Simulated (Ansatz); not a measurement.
# Si (P6_3/mmc) in Ansatz: a series of runs

Runs on Si. Level: r2SCAN. Tasks: single point, equation of state.

All numbers are computed with Ansatz 0.2.0; they aren't measurements. Logs are shortened: lines on timing, memory, paths and dates and some standing lists are left out, and cuts for length are marked.

### Step 1. The crystal as given

The structure is hexagonal, space group P6_3/mmc (No. 194). The conventional cell has a = 3.831 Å, b = 3.831 Å, c = 6.333 Å, α = 90.00°, β = 90.00°, γ = 120.00°. Si (site symmetry 3m) has 4 Si at 2.35 to 2.37 Å as nearest neighbours.

This isn't the form of Si at room conditions, which is diamond.

### Step 2. Single point, r2SCAN, 18.92 Å³/atom (volume scaled by 0.94)

input.yaml reads:

```yaml
crystal:
  lattice:
    - [3.7531053624, 0.0, 0.0]
    - [-1.8765526812, 3.2502845869, 0.0]
    - [0.0, 0.0, 6.2033485431]
  atoms:
    - { symbol: Si, position: [0.6666666667, 0.3333333333, 0.9369905] }
    - { symbol: Si, position: [0.3333333333, 0.6666666667, 0.4369905] }
    - { symbol: Si, position: [0.6666666667, 0.3333333333, 0.5630095] }
    - { symbol: Si, position: [0.3333333333, 0.6666666667, 0.0630095] }
hamiltonian:
  xc: r2scan
  pseudopotentials: { kind: paw }
kpoints:
  mp_grid: { grid: [8, 8, 4] }
scf:
  occupations: { method: fermi_dirac, width: 0.05 }
output:
  forces: true
  stress: true
  eigenvalues: true
```

Potentials or basis: Ansatz PAW.

The run is started by

```console
$ ansatz run input.yaml --threads 2 --pin off --max-ram 5632MiB --backend cpu --events-out ev --progress --plain --runs-dir out
```

Output:

```text
Warning: RAYON_NUM_THREADS=2 ignored (pool sized by the plan → 2); use --threads N
Engine: ansatz 0.2.0, x86_64-unknown-linux-gnu
Pseudopotentials: kind: paw
Pseudopotential: Si, paw, valence charge 4, recommended cutoff 500 eV (meta_gga), Si.paw.azcp
Functional definition: r2SCAN
  parameter k0 = 0.174
  parameter k1 = 0.065
  parameter a1 = 4.9479
  exchange = r2scan_x(k0 = k0, k1 = k1, a1 = a1)
  correlation = r2scan_c
Crystal: 4 atoms, lattice volume = 75.673 Å³
Basis set: ecut = 500 eV, 1919 PW (Γ), exchange–correlation on 120×120×192 points (64 copies of the dense FFT grid, shifted against one another)
Bands: 12, of which v1, the nominal top of the filled ones, is band 8 counted from 1 (7 counted from 0)
Symmetry: 24 space group operations
Space group: P63/mmc (ITA 194), of the structure as read, at distance tolerance 4.2e-5 Å
k-points: 30 of 256
Non-local potential: Si, projectors of the file, l = 0: 2, l = 1: 2, l = 2: 2
PAW form: soft (Blöchl's): semilocal exchange-correlation on the pseudo side does not see the compensation charge
PAW frozen core: Si, regenerated for the run's functional (the file was generated under x = pbe(κ = 0.804, μ = 0.2195149727645171), c = pbe(β = 0.06672455060314922))
PAW one-centre angular grid: Si, 302 points (default); XC on 160 Gauss nodes
Initial density: superposition of atomic densities (neutral atoms: chi_scale 0, normalization atom), corrected by the library's trained network
Initial wavefunctions: pseudopotential atomic-orbital guess
Functional: x = r2scan, c = r2scan; τ floored in thin density (d = 2e-4 eV/Å³)
SCF iter   1: F=—  HF=-2556.068164 eV  |F-HF|=—  |Δ(HF+E_count)|=         —  Δρ=3.94e-3  dr2=7.74e-3  dr2_τ=3.06e-2  ethr=1.77e-3  ⟨swp⟩=6.2  Hψ=2632  notcnv=0
preconditioner: auto → none  [insulator: Δε(μ)=0.425 eV  Ē_g=8.610 eV  σ=0.050 eV  W_gap=0.97  n_scr=10 (ndim 8)  ℏωp=17.1 eV  f_vac=0.000  D(μ)=0.01/eV (n_scr^D=0)  ε∞_Penn≈4.9]
SCF iter   2: F=—  HF=-2556.107915 eV  |F-HF|=—  |Δ(HF+E_count)|=   3.98e-2  Δρ=2.29e-3  dr2=2.54e-3  dr2_τ=1.41e-5  ethr=4.84e-5  ⟨swp⟩=2.0  Hψ=960  notcnv=0
SCF iter   3: F=—  HF=-2556.107901 eV  |F-HF|=—  |Δ(HF+E_count)|=   1.32e-5  Δρ=3.58e-4  dr2=6.42e-5  dr2_τ=1.90e-6  ethr=1.59e-5  ⟨swp⟩=1.0  Hψ=360  notcnv=0
SCF iter   4: F=—  HF=-2556.107930 eV  |F-HF|=—  |Δ(HF+E_count)|=   2.86e-5  Δρ=8.38e-5  dr2=2.78e-6  dr2_τ=3.87e-8  ethr=4.01e-7  ⟨swp⟩=2.4  Hψ=606  notcnv=0
iter 5 did not close the SCF: its close was put off for the readings that it lacked (scf_convergence_deferred on its scf_iter line)
SCF iter   5: F=-2556.107933 eV  HF=-2556.107932 eV  |F-HF|=1.28e-7  |Δ(HF+E_count)|=   2.35e-6  Δρ=1.57e-5  dr2=7.25e-8  dr2_τ=1.40e-9  ethr=1.74e-8  ⟨swp⟩=2.0  Hψ=600  notcnv=0
SCF iter   6: F=-2556.107933 eV  HF=-2556.107933 eV  |F-HF|=3.72e-9  |Δ(HF+E_count)|=   1.39e-7  Δρ=3.18e-6  dr2=3.98e-9  dr2_τ=6.27e-11  ethr=4.53e-10  ⟨swp⟩=2.5  Hψ=1360  notcnv=0
SCF 1 converged in 6 iterations: F = -2556.107933 eV  dr2 = 3.98e-9
SCF converged after 6 iterations
Free energy (F): -2556.107933 eV
Harris-Foulkes:  -2556.107933 eV  (|F-HF|=3.72e-9)
Internal energy: -2556.107817 eV  (E = F + TS)
E sigma→0 (E₀):  -2556.107875 eV
Entropy (-TS):   -0.000115 eV (-0.029 meV/atom)
Fermi energy:    7.292261 eV
--- Per-component energies (eV) ---
  E_band       = 20.781961
  E_kinetic    = 166.119704
  E_local      = -101.184741  (includes V_loc(G=0)·N_el)
  E_nonlocal   = 101.869192
  E_hartree    = 29.115868
  E_xc         = -208.048733
  E_vxc        = -201.727552  (∫ρ·V_xc dr)
  E_paw        = -2078.521070  (= ΣΔE_a)
  E_vpaw       = -10.402584  (= ΣTr[D̂ρ^β])
  E_aug_tail   = 0.000017  (compensation charges beyond the density's cutoff)
  E_vtau       = 7.876080  (kinetic-family band-sum trace: ∫τ·v_τ [+ j·A + Jᵃ·Aᵃ] dr)
  E_ewald      = -465.152322
  E_core_change = -0.305732  (= ΣΔE_core)
  E_smearing   = -0.000115  (= −TS)
  E_closure    = -0.000000  (closes the sum)
  Σ components = -2556.107933   (vs F -2556.107933, Δ=0.00e0)
--- Forces (eV/Å), atoms counted from 1 ---
  atom   1  Si    -0.00000000    -0.00000000    -0.02318407
  atom   2  Si     0.00000000     0.00000000    -0.02318407
  atom   3  Si     0.00000000    -0.00000000     0.02318407
  atom   4  Si     0.00000000     0.00000000     0.02318407
  max |Σ_I F_I| component: 2.31e-17 eV/Å
--- Stress (GPa, compression-positive) ---
        6.960485       0.000000       0.000000
        0.000000       6.960485       0.000000
        0.000000       0.000000       7.271116
  P = ⅓ Tr σ = 7.0640 GPa (70.640 kbar)
--- Band table (eV; the first three rows and the last of 30) ---
  k-point 0: bands = ["-6.1958", "-3.6293", "-0.8132", "5.3572", "5.3572", "6.6640", "7.0751", "7.0751", "8.6041", "9.1791", "9.1791", "9.6717"]
  k-point 1: bands = ["-5.9725", "-4.3383", "0.3112", "5.0065", "5.5314", "5.5314", "6.6859", "6.6859", "8.8110", "9.5197", "9.5197", "9.9780"]
  k-point 2: bands = ["-5.3204", "-5.3204", "2.5068", "2.5068", "6.0217", "6.0217", "6.0217", "6.0217", "9.3796", "9.3796", "10.2416", "10.2416"]
  k-point 29: bands = ["-2.4956", "-2.4956", "-0.8333", "-0.8333", "2.2762", "2.2762", "4.7795", "4.7795", "8.8802", "8.8802", "11.0814", "11.0814"]
```

It used 8.4 s of CPU time on 2 threads of Intel(R) Xeon(R) Processor @ 2.50GHz (Skylake/Cascade Lake), on a shared host, which was overloaded at the time.

What came out:

```yaml
Free_energy: -2556.1079 eV
Pressure: 7.1 GPa
Largest_force: 0.023 eV/Å
Band_gap_on_the_k_mesh: 0.46 eV, indirect (least direct gap 1.53 eV)
```

Caveat: the PAW data sets come from PBE, with cores solved anew for the run's functional, which leaves a small shift of forces and pressure.

### Step 3. Single point, r2SCAN, 19.32 Å³/atom (volume scaled by 0.96)

Changes to input.yaml since step 2:

```diff
@@ -2,5 +2,5 @@
   lattice:
-    - [3.7531053624, 0.0, 0.0]
-    - [-1.8765526812, 3.2502845869, 0.0]
-    - [0.0, 0.0, 6.2033485431]
+    - [3.7795365527, 0.0, 0.0]
+    - [-1.8897682764, 3.2731746692, 0.0]
+    - [0.0, 0.0, 6.2470355356]
   atoms:
@@ -21 +21,5 @@
   eigenvalues: true
+  write_density: true
+  write_potential: true
+  elf: true
+  volumetric_format: npy
```

Potentials or basis: Ansatz PAW.

The run is started by

```console
$ ansatz run input.yaml --threads 2 --pin off --max-ram 5632MiB --backend cpu --events-out ev --progress --plain --runs-dir out
```

Run time: 15 s. Hardware: 2 threads of Intel Xeon at 2.50GHz (Skylake/Cascade Lake), shared host; peak memory 0.55 GiB.

The run converged. Its results:

* Free energy: -2556.1660 eV
* Pressure: 4.5 GPa
* Largest force: 0.014 eV/Å
* Band gap on the k mesh: 0.51 eV, indirect (least direct gap 1.47 eV)

Caveat: the PAW data sets come from PBE, with cores solved anew for the run's functional, which leaves a small shift of forces and pressure.

### Step 4. Single point, r2SCAN, 19.72 Å³/atom (volume scaled by 0.98)

Changes to input.yaml since step 3:

```diff
@@ -2,5 +2,5 @@
   lattice:
-    - [3.7795365527, 0.0, 0.0]
-    - [-1.8897682764, 3.2731746692, 0.0]
-    - [0.0, 0.0, 6.2470355356]
+    - [3.8056031457, 0.0, 0.0]
+    - [-1.9028015729, 3.295749001, 0.0]
+    - [0.0, 0.0, 6.2901199008]
   atoms:
@@ -21,5 +21 @@
   eigenvalues: true
-  write_density: true
-  write_potential: true
-  elf: true
-  volumetric_format: npy
```

The run is started by

```console
$ ansatz run input.yaml --threads 2 --pin off --max-ram 5632MiB --backend cpu --events-out ev --progress --plain --runs-dir out
```

Wall time 13 s (2 threads of Intel Xeon at 2.50GHz (Skylake/Cascade Lake), shared host); peak memory 0.55 GiB.

The run converged. Its results:

| Quantity | Value |
| --- | --- |
| Free energy | -2556.1998 eV |
| Pressure | 2.2 GPa |
| Largest force | 0.005 eV/Å |
| Band gap on the k mesh | 0.56 eV, indirect (least direct gap 1.41 eV) |

Caveat: the PAW data sets come from PBE, with cores solved anew for the run's functional, which leaves a small shift of forces and pressure.

### Step 5. Single point, r2SCAN, 20.13 Å³/atom

Changes to input.yaml since step 4:

```diff
@@ -2,5 +2,5 @@
   lattice:
-    - [3.8056031457, 0.0, 0.0]
-    - [-1.9028015729, 3.295749001, 0.0]
-    - [0.0, 0.0, 6.2901199008]
+    - [3.8313174605, 0.0, 0.0]
+    - [-1.9156587303, 3.3180182508, 0.0]
+    - [0.0, 0.0, 6.3326220002]
   atoms:
```

The run is started by

```console
$ ansatz run input.yaml --threads 2 --pin off --max-ram 5632MiB --backend cpu --events-out ev --progress --plain --runs-dir out
```

It took 12 s on 2 threads of Intel Xeon at 2.50GHz (Skylake/Cascade Lake), shared host; peak memory 0.55 GiB.

Results (log left out):

- Free energy: -2556.2119 eV
- Pressure: 0.2 GPa
- Largest force: 0.004 eV/Å
- Band gap on the k mesh: 0.60 eV, indirect (least direct gap 1.36 eV)

Caveat: the PAW data sets come from PBE, with cores solved anew for the run's functional, which leaves a small shift of forces and pressure.

### Step 6. Single point, r2SCAN, 20.53 Å³/atom (volume scaled by 1.02)

Changes to input.yaml since step 5:

```diff
@@ -2,5 +2,5 @@
   lattice:
-    - [3.8313174605, 0.0, 0.0]
-    - [-1.9156587303, 3.3180182508, 0.0]
-    - [0.0, 0.0, 6.3326220002]
+    - [3.8566911633, 0.0, 0.0]
+    - [-1.9283455817, 3.339992522, 0.0]
+    - [0.0, 0.0, 6.3745611165]
   atoms:
```

Potentials or basis: Ansatz PAW.

The run is started by

```console
$ ansatz run input.yaml --threads 2 --pin off --max-ram 5632MiB --backend cpu --events-out ev --progress --plain --runs-dir out
```

It took 15 s on 2 threads of Intel Xeon at 2.50GHz (Skylake/Cascade Lake), shared host; peak memory 0.55 GiB.

It converged, with:

- Free energy: -2556.2043 eV
- Pressure: -1.7 GPa
- Largest force: 0.012 eV/Å
- Band gap on the k mesh: 0.64 eV, indirect (least direct gap 1.30 eV)

Caveat: the PAW data sets come from PBE, with cores solved anew for the run's functional, which leaves a small shift of forces and pressure.

### Step 7. Single point, r2SCAN, 20.93 Å³/atom (volume scaled by 1.04)

Changes to input.yaml since step 6:

```diff
@@ -2,5 +2,5 @@
   lattice:
-    - [3.8566911633, 0.0, 0.0]
-    - [-1.9283455817, 3.339992522, 0.0]
-    - [0.0, 0.0, 6.3745611165]
+    - [3.8817353141, 0.0, 0.0]
+    - [-1.9408676571, 3.3616813928, 0.0]
+    - [0.0, 0.0, 6.4159555303]
   atoms:
```

The run is started by

```console
$ ansatz run input.yaml --threads 2 --pin off --max-ram 5632MiB --backend cpu --events-out ev --progress --plain --runs-dir out
```

It took 15 s on 2 threads of Intel Xeon at 2.50GHz (Skylake/Cascade Lake), shared host; peak memory 0.55 GiB.

The run converged. Its results:

```
Free energy            : -2556.1790 eV
Pressure               : -3.3 GPa
Largest force          : 0.019 eV/Å
Band gap on the k mesh : 0.68 eV, indirect (least direct gap 1.24 eV)
```

Caveat: the PAW data sets come from PBE, with cores solved anew for the run's functional, which leaves a small shift of forces and pressure.

### Step 8. Single point, r2SCAN, 21.33 Å³/atom (volume scaled by 1.06)

Changes to input.yaml since step 7:

```diff
@@ -2,5 +2,5 @@
   lattice:
-    - [3.8817353141, 0.0, 0.0]
-    - [-1.9408676571, 3.3616813928, 0.0]
-    - [0.0, 0.0, 6.4159555303]
+    - [3.9064604095, 0.0, 0.0]
+    - [-1.9532302048, 3.3830939535, 0.0]
+    - [0.0, 0.0, 6.456822591]
   atoms:
```

The run is started by

```console
$ ansatz run input.yaml --threads 2 --pin off --max-ram 5632MiB --backend cpu --events-out ev --progress --plain --runs-dir out
```

It took 14 s on 2 threads of Intel Xeon at 2.50GHz (Skylake/Cascade Lake), shared host; peak memory 0.55 GiB.

The run converged. Its results:

* Free energy: -2556.1378 eV
* Pressure: -4.8 GPa
* Largest force: 0.026 eV/Å
* Band gap on the k mesh: 0.71 eV, indirect (least direct gap 1.19 eV)

Caveat: the PAW data sets come from PBE, with cores solved anew for the run's functional, which leaves a small shift of forces and pressure.

### Step 9. Equation of state, r2SCAN

Potentials or basis: Ansatz PAW.

No new run: the results of the series are fitted here.

What came out:

```yaml
Equilibrium_volume: 20.16 Å³/atom
Bulk_modulus_at_fixed_shape_and_positions: 97 GPa
Pressure_derivative_of_the_bulk_modulus: 4.2
```

Energy against volume, from the lowest point:
```
volume (Å³/atom)  energy (meV/atom)
          18.918              25.99
          19.321              11.48
          19.723               3.01
          20.126               0.00
          20.528               1.90
          20.931               8.22
          21.333              18.53
```

Caveat: the cell was scaled at fixed shape and fractional positions, which overstates the stiffness of a crystal with free parameters, most of all of layers and chains; the PAW data sets were made with another functional, which shifts forces and pressure a little.
